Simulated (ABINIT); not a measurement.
BN:

```
CELL_PARAMETERS angstrom
2.49824 0.00000 0.00000
-1.24912 2.16354 0.00000
0.00000 0.00000 6.63570
ATOMIC_POSITIONS crystal
N 0.66667 0.33333 0.25000
N 0.33333 0.66667 0.75000
B 0.66667 0.33333 0.75000
B 0.33333 0.66667 0.25000
```

Base run:

```yaml
Program: ABINIT 10.8.3 (patched build)
Functional: PBEsol
Potentials_or_basis: JTH PAW PBE v2.0
Cutoff: 707 eV
k_mesh: 12 × 12 × 4
Occupations: fermi-dirac, width 0.05 eV
Spin: no spin polarisation
```

Its results: band gap on the k mesh 4.17 eV, indirect (least direct gap 4.58 eV); pressure 2.6 GPa.

Task: After a change of settings the same cell gave: band gap on the k mesh 4.59 eV, direct; pressure 2.6 GPa. Which change was it?
A. functional from PBEsol to LDA; potentials or basis from JTH PAW PBE v2.0 to PseudoDojo NC SR LDA v0.4.1 standard; cutoff from 707 eV to 1143 eV
B. functional from PBEsol to HCTH407
C. k mesh from 12 × 12 × 4 to 5 × 5 × 2
D. functional from PBEsol to SOGGA

Result: C.

Caveats: some runs use coarse meshes; the PAW data sets were made with another functional, which shifts forces and pressure a little; this functional lacks dispersion, which binds the layers, so the pressure and a relaxed spacing across them are unreliable; the atomic spheres overlap; an odd mesh through Γ misses points on the zone boundary, where band edges often lie (some runs).

Runs at the PBE level aren't shown here.
